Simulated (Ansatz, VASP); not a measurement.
**Two plane-wave programs on BeTe**

INCAR

```
SYSTEM = BeTe
PREC = Accurate
ENCUT = 520
EDIFF = 1E-6
ISMEAR = -1
SIGMA = 0.02
LREAL = .False.
LASPH = .True.
NELM = 100
ALGO = Normal
ISIF = 2
LWAVE = .False.
LCHARG = .True.
GGA = PE
LELF = .True.
LVHAR = .True.
NBANDS = 11
```

KPOINTS

```
regular mesh
0
Gamma
  8 8 8
  0 0 0
```

POSCAR

```
BeTe
1.0
    0.0000000000      2.8286236274      2.9700548088
    2.8286236274      0.0000000000      2.9700548088
    2.8286236274      2.8286236274      0.0000000000
Be Te
1 1
Direct
    0.0000000000      0.0000000000      0.0000000000
    0.2500000000      0.2500000000      0.2500000000
```

Input for Ansatz:

```yaml
crystal:
  lattice:
    - [0.0, 2.8286236274, 2.9700548088]
    - [2.8286236274, 0.0, 2.9700548088]
    - [2.8286236274, 2.8286236274, 0.0]
  atoms:
    - { symbol: Be, position: [0.0, 0.0, 0.0] }
    - { symbol: Te, position: [0.25, 0.25, 0.25] }
kpoints:
  mp_grid: { grid: [8, 8, 8] }
  band_path:
    path:
      - [0.0, 0.0, 0.0]
      - [-0.5, -0.5, 0.0]
      - [-0.375, -0.375, 0.25]
      - [-0.375, 0.0, 0.375]
      - [0.0, 0.0, 0.5]
      - [-0.5, -0.25, 0.25]
    npoints: 1
hamiltonian:
  xc: pbe
scf:
  occupations: { method: fermi_dirac, width: 0.02 }
  n_extra_bands: 4
output:
  forces: true
  stress: true
  eigenvalues: true
```

Change from the starting cell: uniaxial_z strain +5.0%.

Alike in both runs: task single point; functional PBE; k mesh 8 × 8 × 8; occupations fermi-dirac, width 0.02 eV; no spin polarisation.

```csv
,VASP,Ansatz
version,VASP 6.6.1,Ansatz 0.2.0
potentials or method,"VASP PAW PBE potentials, release 64 (Be, Te)","plane waves, PAW"
plane-wave cutoff (eV),520,420
valence electrons in the cell,8,18
```

```tsv
	VASP	Ansatz	Ansatz less VASP
gap on the k mesh at the Fermi level (eV)	1.93	1.94	+0.012
pressure (GPa)	-2.2	-2.3	-0.11
largest component of the traceless stress (GPa)	2.03	2.04	+0.007
```

The two sets of potentials don't hold the same shells in valence.

Caveats: spin-orbit coupling is left out, which moves the levels of the heavy elements. A k mesh can miss the band edges.
